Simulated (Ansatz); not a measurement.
## CoO (I4/mmm): electronic heat capacity from the density of states

Computed with DFT PBE, scalar-relativistic, plane waves, PAW in Ansatz.

Settings: cutoff 420 eV, Γ-centred mesh 20×20×20 on the computed 2-atom cell, Gaussian smearing of 0.10 eV; collinear spin from starting moments 2.73 0.35 μB.

Relaxed cell: I4/mmm, a = 3.016 Å, b = 3.016 Å, c = 4.214 Å, α = 90.00°, β = 90.00°, γ = 90.00°, 2 atoms in the primitive cell.

The density of states at the Fermi level is 3.701 states/eV in the cell of 2 atoms (1 formula unit; both spins, tetrahedra on a 30×30×30 mesh). The run ends with a moment of 2.92 μB a cell (largest on a site 2.48 μB), and the figure is for this state; a paramagnetic sample can have a quite different one. Another magnetic order, if the compound takes it, can change N(E_F) and the shape of the cell a good deal, and may open a gap, where γ is close to zero.

Question: What Sommerfeld coefficient does this give?

Answer: Per formula unit N(E_F) = 3.701 states/eV. γ = (π²/3) k_B² N(E_F) N_A = 2.357 mJ/(mol K²) per state/eV, so γ = 8.7 mJ/(mol K²), a mole of formula units. This is the bare band result: a measured γ of the same phase and magnetic order is as a rule larger by a factor 1 + λ from phonons and spin fluctuations. N(E_F) at one energy is sensitive to the mesh where the density of states has sharp peaks.

The cell holds one magnetic atom, so it can only be ferromagnetic; an antiferromagnetic order may lie lower.

Only this magnetic start was tried.